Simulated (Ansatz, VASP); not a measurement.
## AlFe in VASP and in Ansatz

```
CELL_PARAMETERS angstrom
2.84551 0.00000 0.00000
0.00000 2.84551 0.00000
0.00000 0.00000 2.84551
ATOMIC_POSITIONS crystal
Al 0.00000 0.00000 0.00000
Fe 0.50000 0.50000 0.50000
```

The cell comes from a database or a generator and needn't be the stable form of this composition.

Alike in both runs: task single point; functional PBE; k mesh 6 × 6 × 6; occupations gaussian, width 0.1 eV; collinear spin.

|  | VASP | Ansatz |
| --- | --- | --- |
| version | VASP 6.6.1 | Ansatz 0.2.0 |
| potentials or method | VASP PAW PBE potentials, release 64 (Al, Fe) | scalar-relativistic, plane waves, PAW |
| plane-wave cutoff (eV) | 520 | 420 |
| valence electrons in the cell | 11 | 19 |

VASP gave:

| Item | Value |
| --- | --- |
| gap on the k mesh at the Fermi level (eV) | none |
| pressure (GPa) | 5.7 |
| net moment per atom (μB) | 0.35 |
| size of the moment on the site where the two differ most (μB) | 0.73 |

Task: Which values does Ansatz return?

Result: gap on the k mesh at the Fermi level (eV): none; pressure (GPa): 5.8; net moment per atom (μB): 0.36; size of the moment on the site where the two differ most (μB): 0.73.

Site moments also hang on the region over which each program counts them. A gap of «none» marks a metal or a gap that the smearing closes. The two sets of potentials don't hold the same shells in valence.

Caveats: the k mesh is coarse (spacing up to 0.37 Å⁻¹), so the values aren't converged; the moment fell far below its start of 4 μB, so a state of higher moment may lie lower in energy (VASP).
